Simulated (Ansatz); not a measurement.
**NiSb (Breithauptite) under changes of volume**

One of the cells (17.103 Å³/atom); the others are scaled copies at fixed shape and fractional positions:

```xyz
4
Lattice="3.9280 0.0000 0.0000 -1.9640 3.4017 0.0000 0.0000 0.0000 5.1200" Properties=species:S:1:pos:R:3 pbc="T T T"
Sb    1.9640    1.1339    3.8400
Sb    0.0000    2.2678    1.2800
Ni    0.0000    0.0000    2.5600
Ni    0.0000    0.0000    0.0000
```

| Quantity | Value |
| --- | --- |
| Program | Ansatz 0.2.0 |
| Functional | PBEsol |
| Potentials or basis | all-electron LAPW, scalar-relativistic |
| Cutoff | 291 eV (chosen from the basis error) |
| Basis error allowed | 0.001 eV/atom |
| k mesh | 8 × 8 × 5 |
| Occupations | fermi-dirac, width 0.05 eV |
| Spin | collinear spin, ferromagnetic start |
| Starting moments | [0.0, 0.0, 1.0, 1.0] μB |

```tsv
volume (Å³/atom)	energy over the lowest point (meV/atom)	pressure (GPa)
16.077	14.46	6.6
16.419	3.93	3.4
16.761	0.00	0.5
17.103	1.90	-2.0
17.446	?	?
17.788	20.43	-6.3
18.130	35.88	-8.0
```

**Question.** What does the run at 17.446 Å³/atom give?

**Answer.** Energy over the lowest point 8.92 meV/atom; pressure -4.3 GPa.

Worked out: A Birch-Murnaghan fit of order 3 (a polynomial in V^(-2/3)) to the other rows has its minimum at 16.81 Å³/atom with B0 = V·E''(V) = 131 GPa and B' = 5.3 at fixed shape and positions, which overstates the stiffness. It gives 8.93 meV/atom at 17.446 Å³/atom, against the run's 8.92, and -dE/dV = -4.4 GPa, against -4.3.

Energies are extrapolated to zero smearing.

Caveats: the starting moments weren't kept.
